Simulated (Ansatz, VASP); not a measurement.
Ti: VASP beside Ansatz

Contents of INCAR:

```
PREC = Accurate
ENCUT = 520
EDIFF = 1E-7
ISMEAR = 0
SIGMA = 0.1
LREAL = F
LASPH = T
NELM = 60
ALGO = Normal
ISIF = 2
LWAVE = F
LCHARG = T
GGA = CA
LELF = T
LVHAR = T
NBANDS = 12
```

Contents of KPOINTS:

```
Automatic mesh
0
Gamma
  14 14 14
```

The input POSCAR:

```
Ti
1.0
    0.0000000000      2.0827507031      2.0827507031
    2.0827507031      0.0000000000      2.0827507031
    2.0827507031      2.0827507031      0.0000000000
Ti
1
Direct
    0.0000000000      0.0000000000      0.0000000000
```

Input for Ansatz:

```yaml
crystal:
  lattice:
    - [0.0, 2.0827507030522168, 2.0827507030522168]
    - [2.0827507030522168, 0.0, 2.0827507030522168]
    - [2.0827507030522168, 2.0827507030522168, 0.0]
  atoms:
    - { symbol: Ti, position: [0.0, 0.0, 0.0] }
basis:
  ecutwfc: 500.0
kpoints:
  mp_grid:
    grid: [14, 14, 14]
hamiltonian:
  xc: lda
  pseudopotentials:
    kind: paw
scf:
  occupations:
    method: gaussian
    width: 0.1
output:
  stress: true
```

This isn't the form of Ti at room conditions, which is hcp.

Alike in both runs: task single point; functional LDA; k mesh 14 × 14 × 14; occupations gaussian, width 0.1 eV; no spin polarisation.

|  | VASP | Ansatz |
| --- | --- | --- |
| version | VASP 6.6.1 | Ansatz 0.2.0 |
| potentials or method | VASP PAW LDA potentials, release 64 (Ti_sv) | plane waves, PAW |
| plane-wave cutoff (eV) | 520 | 500 |
| valence electrons in the cell | 12 | 12 |

```tsv
	VASP	Ansatz	Ansatz less VASP
pressure (GPa)	-11.9	-11.9	+0.04
```
